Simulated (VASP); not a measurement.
# Si2Mo (P6_222) in VASP: notebook

Aim: see how the results for Si2Mo move with the level of theory and the settings. Levels: PBE, PBEsol. Tasks: single point, equation of state.

Program: VASP 6.6.1. These are calculated values, not measurements. Logs are shortened: lines on timing, memory, paths and dates and some standing lists are left out, and cuts for length are marked.

## Step 1: Starting point

It takes space group P6_222 (No. 180, hexagonal). The conventional cell has a = 4.585 Å, b = 4.585 Å, c = 6.580 Å, α = 90.00°, β = 90.00°, γ = 120.00°. Around Mo (site symmetry 222) lie 10 Si at 2.57 to 2.67 Å. Around Si (site symmetry 2) lie 5 Si at 2.55 to 2.67 Å and 5 Mo at 2.57 to 2.67 Å.

Measurements of this composition are mostly on another form, of space group No. 139.

## Step 2: Single point, PBE

INCAR reads:

```
PREC     = Accurate       # precision mode
ENCUT    = 520            # plane-wave cutoff, eV
EDIFF    = 1E-7           # SCF threshold, eV
ISMEAR   = -1             # smearing method
SIGMA    = 0.05           # smearing width, eV
LREAL    = F              # projectors in reciprocal space
LASPH    = T              # aspherical terms in the spheres
NELM     = 60             # most SCF steps
ALGO     = Normal         # electronic algorithm
ISIF     = 2              # what is computed and relaxed
LWAVE    = F              # write WAVECAR
LCHARG   = F              # write CHGCAR
GGA      = PE             # functional
NBANDS   = 43             # bands
```

KPOINTS reads:

```
regular mesh
0
Gamma
  7 7 4
```

POSCAR reads:

```
Si2Mo
1.0
    4.5854715599      0.0000000000      0.0000000000
   -2.2927357800      3.9711348592      0.0000000000
    0.0000000000      0.0000000000      6.5797601000
Mo Si
3 6
Direct
    0.5000000000      0.5000000000      0.8333333333
    0.0000000000      0.5000000000      0.1666666667
    0.5000000000      0.0000000000      0.5000000000
    0.1638729800      0.3277459600      0.5000000000
    0.6722540400      0.8361270200      0.1666666667
    0.8361270200      0.1638729800      0.8333333333
    0.8361270200      0.6722540400      0.5000000000
    0.3277459600      0.1638729800      0.1666666667
    0.1638729800      0.8361270200      0.8333333333
```

Potentials or basis: VASP PAW PBE potentials, release 64 (Mo_sv, Si).

Command:

```bash
> cat potpaw_PBE.64/Mo_sv/POTCAR potpaw_PBE.64/Si/POTCAR > POTCAR
> mpirun -np 1 vasp_std > vasp.out
```

OUTCAR:

```text
PREC = Accurate
   ENCUT = 520
   EDIFF = 1E-7
   ISMEAR = -1
   LREAL = F
   LASPH = T
   NELM = 60
   ISIF = 2
   GGA = PE

 ion  position               nearest neighbor table
   1  0.500  0.500  0.833-   4 2.57   7 2.57   5 2.57   8 2.57   9 2.64   6 2.64   9 2.64   6 2.64
                             6 2.67   9 2.67   3 3.17   3 3.17   2 3.17   2 3.17
   2  0.000  0.500  0.167-   4 2.57   7 2.57   6 2.57   9 2.57   8 2.64   5 2.64   5 2.64   8 2.64
                             5 2.67   8 2.67   3 3.17   3 3.17   1 3.17   1 3.17
   3  0.500  0.000  0.500-   6 2.57   9 2.57   8 2.57   5 2.57   4 2.64   7 2.64   7 2.64   4 2.64
                             4 2.67   7 2.67   2 3.17   2 3.17   1 3.17   1 3.17
   4  0.164  0.328  0.500-   6 2.55   8 2.55   1 2.57   2 2.57   7 2.60   3 2.64   3 2.64   3 2.67
                             7 2.67   7 2.67   5 3.15   9 3.15
   5  0.672  0.836  0.167-   7 2.55   6 2.55   3 2.57   1 2.57   8 2.60   2 2.64   2 2.64   2 2.67
                             8 2.67   8 2.67   4 3.15   9 3.15
   6  0.836  0.164  0.833-   4 2.55   5 2.55   3 2.57   2 2.57   9 2.60   1 2.64   1 2.64   1 2.67
                             9 2.67   9 2.67   7 3.15   8 3.15
   7  0.836  0.672  0.500-   9 2.55   5 2.55   1 2.57   2 2.57   4 2.60   3 2.64   3 2.64   3 2.67
                             4 2.67   4 2.67   8 3.15   6 3.15
   8  0.328  0.164  0.167-   4 2.55   9 2.55   3 2.57   1 2.57   5 2.60   2 2.64   2 2.64   2 2.67
                             5 2.67   5 2.67   7 3.15   6 3.15
   9  0.164  0.836  0.833-   7 2.55   8 2.55   3 2.57   2 2.57   6 2.60   1 2.64   1 2.64   1 2.67
                             6 2.67   6 2.67   4 3.15   5 3.15

  LATTYP: Found a hexagonal cell.
 ALAT       =     4.5854715599
 C/A-ratio  =     1.4349146024

  Lattice vectors:

 A1 = (   4.5854715599,   0.0000000000,   0.0000000000)
 A2 = (  -2.2927357800,   3.9711348592,   0.0000000000)
 A3 = (   0.0000000000,   0.0000000000,   6.5797601000)

Analysis of symmetry for initial positions (statically):
=====================================================================
 Subroutine PRICEL returns:
 Original cell was already a primitive cell.

 Routine SETGRP: Setting up the symmetry group for a
 hexagonal supercell.

 Subroutine GETGRP returns: Found 12 space group operations
 (whereof  4 operations were pure point group operations)
 out of a pool of 24 trial point group operations.

The static configuration has the point symmetry D_2 .
 The point group associated with its full space group is D_6 .

Analysis of symmetry for dynamics (positions and initial velocities):
=====================================================================
 Subroutine PRICEL returns:
 Original cell was already a primitive cell.

 Routine SETGRP: Setting up the symmetry group for a
 hexagonal supercell.

 Subroutine GETGRP returns: Found 12 space group operations
 (whereof  4 operations were pure point group operations)
 out of a pool of 24 trial point group operations.

The dynamic configuration has the point symmetry D_2 .
 The point group associated with its full space group is D_6 .

 Subroutine INISYM returns: Found 12 space group operations
 (whereof  4 operations are pure point group operations),
 and found     1 'primitive' translations

----------------------------------------------------------------------------------------

                                     Primitive cell

  volume of cell :     119.8143

  direct lattice vectors                    reciprocal lattice vectors
     4.585471560  0.000000000  0.000000000     0.218080079  0.125908592  0.000000000
    -2.292735780  3.971134859  0.000000000     0.000000000  0.251817185  0.000000000
     0.000000000  0.000000000  6.579760100     0.000000000  0.000000000  0.151981225

  length of vectors
     4.585471560  4.585471560  6.579760100     0.251817185  0.251817185  0.151981225

  position of ions in fractional coordinates (direct lattice)
     0.500000000  0.500000000  0.833333333
     1.000000000  0.500000000  0.166666667
     0.500000000  0.000000000  0.500000000
     0.163872980  0.327745960  0.500000000
     0.672254040  0.836127020  0.166666667
     0.836127020  0.163872980  0.833333333
     0.836127020  0.672254040  0.500000000
     0.327745960  0.163872980  0.166666667
     0.163872980  0.836127020  0.833333333

  ion indices of the primitive-cell ions
   primitive index   ion index
                 1           1
                 2           2
                 3           3
                 4           4
                 5           5
                 6           6
                 7           7
                 8           8
                 9           9

----------------------------------------------------------------------------------------

 KPOINTS: regular mesh

Automatic generation of k-mesh.
 Grid dimensions read from file:
 generate k-points for:    7    7    4

 Generating k-lattice:

  Cartesian coordinates                     Fractional coordinates (reciprocal lattice)
     0.031154297  0.017986942  0.000000000     0.142857143 -0.000000000  0.000000000
     0.000000000  0.035973884  0.000000000     0.000000000  0.142857143  0.000000000
     0.000000000  0.000000000  0.037995306     0.000000000  0.000000000  0.250000000

  Length of vectors
     0.035973884  0.035973884  0.037995306

  Shift w.r.t. Gamma in fractional coordinates (k-lattice)
     0.000000000  0.000000000  0.000000000

 Subroutine IBZKPT returns following result:
 ===========================================

 Found     24 irreducible k-points:

 Following reciprocal coordinates:
            Coordinates               Weight
  0.000000  0.000000  0.000000      1.000000
  0.142857  0.000000  0.000000      6.000000
  0.285714  0.000000  0.000000      6.000000
  0.428571 -0.000000  0.000000      6.000000
  0.142857  0.142857  0.000000      6.000000
  0.285714  0.142857  0.000000     12.000000
[... 16 lines left out ...]
  0.428571  0.142857  0.500000      6.000000
  0.285714  0.285714  0.500000      6.000000
   k-points           NKPTS =     24   k-points in BZ     NKDIM =     24   number of bands    NBANDS=     43
   number of dos      NEDOS =    301   number of ions     NIONS =      9
   total plane-waves  NPLWV =  64800
   dimension x,y,z NGX =    36 NGY =   36 NGZ =   50
   dimension x,y,z NGXF=    72 NGYF=   72 NGZF=  100
   ions per type =               3   6
   NGX,Y,Z   is equivalent  to a cutoff of  13.05, 13.05, 12.63 a.u.
   NGXF,Y,Z  is equivalent  to a cutoff of  26.10, 26.10, 25.27 a.u.
 SYSTEM =  unknown system
   PREC   = accura    normal or accurate (medium, high low for compatibility)
   ISTART =      0    job   : 0-new  1-cont  2-samecut
   ICHARG =      2    charge: 1-file 2-atom 10-const
   ISPIN  =      1    spin polarized calculation?
   LNONCOLLINEAR =      F non collinear calculations
   LSORBIT =      F    spin-orbit coupling
   LASPH  =      T    aspherical Exc in radial PAW
   ENCUT  =  520.0 eV  38.22 Ry    6.18 a.u.   8.53  8.53 12.23*2*pi/ulx,y,z
   NELM   =     60;   NELMIN=  2; NELMDL= -5     # of ELM steps
   EDIFF  = 0.1E-06   stopping-criterion for ELM
   LREAL  =      F    real-space projection
   EDIFFG = 0.1E-05   stopping-criterion for IOM
   NSW    =      0    number of steps for IOM
   IBRION =     -1    ionic relax: 0-MD 1-quasi-New 2-CG
   NFREE  =      0    steps in history (QN), initial steepest desc. (CG)
   ISIF   =      2    stress and relaxation
   ISYM   =      2    0-nonsym 1-usesym 2-fastsym
   POTIM  = 0.5000    time-step for ionic-motion
   TEBEG  =    0.0;   TEEND  =   0.0 temperature during run
   PSTRESS=    0.0 pullay stress
   NELECT =      66.0000    total number of electrons
   NUPDOWN=      -1.0000    fix difference up-down
   EMIN   =  10.00;   EMAX   =-10.00  energy-range for DOS
   EFERMI =   0.00;   METHOD = LEGACY
   ISMEAR =    -1;   SIGMA  =   0.05  broadening in eV -4-tet -1-fermi 0-gaus
   EFERMI_NEDOS =   21; number of points for ismear=-14 and -15
   IALGO  =     38    algorithm
   IMIX   =      4    mixing-type and parameters
     AMIX     =   0.40;   BMIX     =  1.00
     AMIX_MAG =   1.60;   BMIX_MAG =  1.00
  volume/ion in A,a.u.               =      13.31        89.84
  Fermi-wavevector in a.u.,A,eV,Ry     =   1.342002  2.536017 24.503685  1.800970
  Thomas-Fermi vector in A             =   2.470191
   LORBIT       =      0    0 simple, 1 ext, 2 COOP (PROOUT), +10 PAW based schemes
   GGA     = PE    functional components
   LHFCALC =     F    Hartree Fock is set to
   AEXX    =    0.0000 exact exchange contribution
   IVDW    =     0    specifies the selected vdW correction
   LEPSILON=     F    determine dielectric tensor
   LRPA    =     F    only Hartree local field effects (RPA)
 non-spin polarized calculation
  energy-cutoff  :      520.00
  volume of cell :      119.81
 maximum number of plane-waves:      3300
 NGX is ok and might be reduce to    36
   NGX = 17   NGY = 17   NGZ = 25

 number of electron      65.9999996 magnetization

 Free energy of the ion-electron system (eV)
  ---------------------------------------------------
  ext. energy  EPLUGINS =         0.00000000
  ---------------------------------------------------
  free energy    TOTEN  =       -69.51542521 eV

  energy without entropy =      -69.51368922  energy(sigma->0) =      -69.51455722

 E-fermi :  12.9447     XC(G=0): -12.4600

 val. band max:       12.8107715736   @ k =   0.4286  -0.0000   0.5000
 cond. band min:      13.0767158109   @ k =   0.4286  -0.0000   0.0000
 fundamental gap:      0.2659442374
 Fermi energy:        12.9446616232

 k-point     1 :       0.0000    0.0000    0.0000
  band No.  band energies     occupation
      1     -48.2290      2.00000
      2     -48.1986      2.00000
      3     -48.1986      2.00000
      4     -22.4729      2.00000
      5     -22.4699      2.00000
      6     -22.4699      2.00000
[... 35 lines left out ...]
     42      15.8846      0.00000
     43      16.3654      0.00000
[... 1017 lines left out ...]
      3     -48.2008      2.00000
      4     -22.5190      2.00000
      5     -22.5074      2.00000
      6     -22.5015      2.00000
[... 35 lines left out ...]
     42      16.1530      0.00000
     43      16.2011      0.00000

------------------------ aborting loop because EDIFF is reached ----------------------------------------

  FORCE on cell =-STRESS in cart. coord.  units (eV):
  Direction    XX          YY          ZZ          XY          YZ          ZX
  --------------------------------------------------------------------------------------
  -------------------------------------------------------------------------------------
  Total        2.8071632      2.8071632      2.6592918     -0.0000000     -0.0000000      0.0000000
  in kB       37.5378629     37.5378629     35.5605013     -0.0000000     -0.0000000      0.0000000
  external PRESSURE =      36.8787424 kB  Pullay stress =       0.0000000 kB

 VOLUME and BASIS-vectors are now :
 -----------------------------------------------------------------------------
  energy-cutoff  :      520.00
  volume of cell :      119.81
      direct lattice vectors                 reciprocal lattice vectors
     4.585471560  0.000000000  0.000000000     0.218080079  0.125908592  0.000000000
    -2.292735780  3.971134859  0.000000000     0.000000000  0.251817185  0.000000000
     0.000000000  0.000000000  6.579760100     0.000000000  0.000000000  0.151981225

 POSITION                                       TOTAL-FORCE (eV/Angst)
 -----------------------------------------------------------------------------------
      1.14637      1.98557      5.48313         0.000000     -0.000000      0.000000
     -1.14637      1.98557      1.09663         0.000000     -0.000000     -0.000000
      2.29274      0.00000      3.28988        -0.000000     -0.000000      0.000000
     -0.00000      1.30152      3.28988        -0.000000      0.005502      0.000000
      1.16558      3.32037      1.09663        -0.004765     -0.002751      0.000000
      3.45832      0.65076      5.48313        -0.004765      0.002751      0.000000
      2.29274      2.66961      3.28988         0.000000     -0.005502      0.000000
      1.12715      0.65076      1.09663         0.004765      0.002751      0.000000
     -1.16558      3.32037      5.48313         0.004765     -0.002751      0.000000
 -----------------------------------------------------------------------------------
    total drift:                               -0.000000     -0.000000      0.000001

  FREE ENERGIE OF THE ION-ELECTRON SYSTEM (eV)
  ---------------------------------------------------
  free  energy   TOTEN  =       -69.5154252112 eV

  energy  without entropy=      -69.5136892235  energy(sigma->0) =      -69.51455722
```

It took 2.2 min on 1 thread of AMD EPYC 7R43 (Zen 3), shared host; peak memory 0.25 GiB.

Results:

- Free energy: -69.5154 eV
- Pressure: 3.7 GPa
- Largest force: 0.006 eV/Å
- Band gap on the k mesh: 0.27 eV, indirect (least direct gap 0.63 eV)

Forces on the atoms (eV/Å):
```
Mo   0.000  0.000  0.000
Mo   0.000  0.000  0.000
Mo   0.000  0.000  0.000
Si   0.000  0.006  0.000
Si  -0.005 -0.003  0.000
Si  -0.005  0.003  0.000
Si   0.000 -0.006  0.000
Si   0.005  0.003  0.000
Si   0.005 -0.003  0.000
```

Stress tensor (GPa, compression positive):
```
3.75 0.00 0.00
0.00 3.75 0.00
0.00 0.00 3.56
```

Caveat: an odd mesh through Γ misses points on the zone boundary, where band edges often lie.

## Step 3: Single point, PBE (atoms moved at random, drawn with an rms of 0.05 Å)

INCAR reads:

```
SYSTEM = Si2Mo
ALGO = Normal ; EDIFF = 1E-7
ENCUT = 520 ; GGA = PE
ISIF = 2 ; ISMEAR = -1
LASPH = .True. ; LCHARG = .False.
LREAL = .False. ; LWAVE = .False.
NBANDS = 43 ; NELM = 80
PREC = Accurate ; SIGMA = 0.05
```

KPOINTS reads:

```
k-points
0
Gamma
  7 7 4
  0 0 0
```

POSCAR reads:

```
Si2Mo
1.0
    4.5854715599      0.0000000000      0.0000000000
   -2.2927357800      3.9711348592      0.0000000000
    0.0000000000      0.0000000000      6.5797601000
Mo Si
3 6
Direct
    0.5143700000      0.5086720000      0.8308830000
   -0.0002030000      0.5120570000      0.1692280000
    0.5012730000     -0.0111650000      0.5006990000
    0.1592990000      0.3265280000      0.4904660000
    0.6800010000      0.8371490000      0.1584730000
    0.8333150000      0.1682620000      0.8340370000
    0.8313390000      0.6752710000      0.4959280000
    0.3312070000      0.1603700000      0.1631710000
    0.1594850000      0.8306400000      0.8336350000
```

Potentials or basis: VASP PAW PBE potentials, release 64 (Mo_sv, Si).

Command:

```bash
> cat potpaw_PBE.64/Mo_sv/POTCAR potpaw_PBE.64/Si/POTCAR > POTCAR
> mpirun -np 1 vasp_std > vasp.out
```

Wall time 13 min (1 thread of AMD EPYC 7R43 (Zen 3), shared host); peak memory 0.45 GiB.

It converged, with:

- Free energy: -69.3371 eV
- Pressure: 4.4 GPa
- Largest force: 1.391 eV/Å
- Band gap on the k mesh: 0.06 eV, indirect (least direct gap 0.54 eV)

Forces on the atoms (eV/Å):
```
Mo  -0.908 -0.836  0.204
Mo   0.775 -0.968 -0.631
Mo  -0.683  0.916 -0.429
Si   0.330 -0.055  0.712
Si  -0.418  0.201  0.577
Si   0.370  0.058 -0.221
Si   0.320 -0.094  0.212
Si  -0.010  0.358  0.085
Si   0.224  0.419 -0.509
```

Stress tensor (GPa, compression positive):
```
 4.57 -0.13  0.75
-0.13  4.50 -0.21
 0.75 -0.21  4.14
```

Levels at points of the mesh, in eV from the valence-band top:
```tsv
k point	band 29	band 30	band 31	band 32	band 33	band 34	band 35	band 36	band 37	band 38
(0.00, 0.00, 0.00)	-3.02	-2.89	-2.67	-2.02	-0.75	2.02	2.25	2.39	2.50	2.54
(0.00, 0.00, 0.50)	-2.27	-2.21	-2.01	-0.72	-0.62	1.82	2.15	2.20	2.39	2.51
```

Caveat: an odd mesh through Γ misses points on the zone boundary, where band edges often lie.

[end of part 1 of 2]
